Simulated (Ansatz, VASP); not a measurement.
## One calculation of PbI2, two programs

```
CELL_PARAMETERS angstrom
4.61494 0.00000 0.00000
-2.30747 3.99666 0.00000
0.00000 0.00000 7.06881
ATOMIC_POSITIONS crystal
Pb 0.00000 0.00000 0.00000
I 0.66667 0.33333 0.73500
I 0.33333 0.66667 0.26500
```

Change from the starting cell: volume scaled by 1.04.

Alike in both runs: task single point; functional PBE; k mesh 7 × 7 × 4; occupations fermi-dirac, width 0.05 eV; no spin polarisation.

```csv
,VASP,Ansatz
version,VASP 6.6.1,Ansatz 0.2.0
potentials or method,"VASP PAW PBE potentials, release 64 (Pb_d, I)",Ansatz PAW
plane-wave cutoff (eV),520,420
valence electrons in the cell,28,48
```

Ansatz gave:

| Property | Result |
| --- | --- |
| gap on the k mesh at the Fermi level (eV) | 2.25 |
| least direct gap on the mesh (eV) | 2.25 |
| pressure (GPa) | 0.7 |
| rms of the force components (eV/Å) | 0.008 |

**Question.** Which values does VASP return?

**Answer.** gap on the k mesh at the Fermi level (eV): 2.25; least direct gap on the mesh (eV): 2.25; pressure (GPa): 0.7; rms of the force components (eV/Å): 0.009.

Atom by atom the forces differ by 0.000 eV/Å (rms over components). With one functional, cell and mesh, what is left measures potentials, basis and numerics. The two sets of potentials don't hold the same shells in valence.

Caveats: spin-orbit coupling is left out, which as a rule narrows the gap of such compounds by several tenths of an eV; this functional lacks dispersion, which binds the layers, so the pressure and a relaxed spacing across them are unreliable; an odd mesh through Γ misses points on the zone boundary, where band edges often lie (VASP); odd divisions of the mesh miss points on the zone boundary, where band edges often lie, so the gap on the mesh can be too wide (Ansatz).
